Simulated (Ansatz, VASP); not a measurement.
# One calculation of Ge, two programs

Contents of INCAR:

```
SYSTEM = Ge
  PREC = Accurate
  ENCUT = 600
  EDIFF = 1E-7
  ISMEAR = -1
  SIGMA = 0.05
  LREAL = .False.
  LASPH = .True.
  NELM = 60
  ALGO = Normal
  ISIF = 3
  LWAVE = .False.
  LCHARG = .False.
  GGA = B5
  ALDAX = 1.0
  AGGAX = 1.0
  AGGAC = 1.0
  ALDAC = 0.0
  IVDW = 13
  VDW_S6 = 1.0
  VDW_S8 = 2.34076671
  VDW_A1 = 0.44488865
  VDW_A2 = 4.0933009
  IBRION = 2
  NSW = 60
  EDIFFG = -0.01
```

Contents of KPOINTS:

```
regular mesh
0
Gamma
  8 8 8
  0 0 0
```

Contents of POSCAR:

```
Ge
1.0
    0.0000000000      2.8289100000      2.8289100000
    2.8289100000      0.0000000000      2.8289100000
    2.8289100000      2.8289100000      0.0000000000
Ge
2
Direct
    0.7500000000      0.7500000000      0.7500000000
    0.5000000000      0.5000000000      0.5000000000
```

The input input.yaml:

```yaml
crystal:
  lattice:
    - [0.0, 2.82891, 2.82891]
    - [2.82891, 0.0, 2.82891]
    - [2.82891, 2.82891, 0.0]
  atoms:
    - { symbol: Ge, position: [0.75, 0.75, 0.75] }
    - { symbol: Ge, position: [0.5, 0.5, 0.5] }
hamiltonian:
  xc: blyp
  pseudopotentials: { kind: paw }
  dispersion: d4
kpoints:
  mp_grid: { grid: [8, 8, 8] }
scf:
  occupations: { method: fermi_dirac, width: 0.05 }
output:
  forces: true
  stress: true
relax:
  f_tol: 0.01
  max_steps: 40
  cell: { stress_tol: 0.05 }
```

Alike in both runs: task relaxation of cell and atoms; functional BLYP; dispersion D4; k mesh 8 × 8 × 8; occupations fermi-dirac, width 0.05 eV; no spin polarisation.

```csv
,VASP,Ansatz
version,VASP 6.6.1,Ansatz 0.2.0
potentials or method,"VASP PAW PBE potentials, release 64 (Ge_d)",Ansatz PAW
plane-wave cutoff (eV),600,420
valence electrons in the cell,28,28
```

Ansatz gave:

* relaxed volume (Å³/atom): 23.60
* relaxed cell length with the largest relative difference (Å): 4.057
* energy change over the relaxation (meV/atom): -8

Which values does VASP return?

Relaxed volume (Å³/atom): 23.69; relaxed cell length with the largest relative difference (Å): 4.061; energy change over the relaxation (meV/atom): -9.

Caveats: the PAW data sets were made with another functional, which shifts forces and pressure a little (VASP); pairwise dispersion overbinds metals, which lowers pressure and volume (VASP); the plane-wave basis is chosen anew once the cell has moved, so the energies of steps on either side of that aren't comparable (Ansatz); the PAW data sets come from PBE, with cores solved anew for the run's functional, which leaves a small shift of forces and pressure (Ansatz). Zero-point motion and thermal expansion aren't in these numbers.
